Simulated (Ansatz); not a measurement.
Relaxed-ion elastic tensor of MgF₂ (rutile, P4_2/mnm) in GPa (Voigt order), PBEsol in the plane-wave PAW code Ansatz; density 3.14 g/cm³, 10.98 Å³ per atom.

```
 133  88.2  62.3   0.0   0.0   0.0
88.2   133  62.3   0.0   0.0   0.0
62.3  62.3   195   0.0   0.0   0.0
 0.0   0.0   0.0  51.8   0.0   0.0
 0.0   0.0   0.0   0.0  51.8   0.0
 0.0   0.0   0.0   0.0   0.0  94.0
```

Task: Is the crystal mechanically stable?

Result: Yes: the smallest eigenvalue of C is 44.9 GPa.

Task: Work out the Voigt, Reuss and Hill averages.

Result: K_V = 98.5, K_R = 97.7, K_H = 98.1; G_V = 56.1, G_R = 45.2, G_H = 50.7 GPa.

Task: Give Young's modulus, Poisson's ratio, Pugh's ratio and the universal anisotropy index.

Result: E = 9KG/(3K + G) = 130 GPa; ν = 0.28; K/G = 1.94 (ductile by the Pugh limit of 1.75); A_U = 5G_V/G_R + K_V/K_R − 6 = 1.21.

Task: Estimate the sound speeds and the Debye temperature.

Result: v_l = √((K + 4G/3)/ρ) = 7260 m/s, v_t = √(G/ρ) = 4020 m/s, mean 4480 m/s; Θ = (h/k)(3n/4πV)^(1/3) v_m = 599 K.

Task: How much does each axis shrink under pressure?

Result: Linear compressibilities β_i = Σ_j S_ij (j = 1 to 3): x 3.7, y 3.7, z 2.7 per TPa.

The cell was relaxed with PBEsol under the symmetry of its start; phonons on a q-mesh show no instability.

Potentials: the later of the program's two PAW sets.
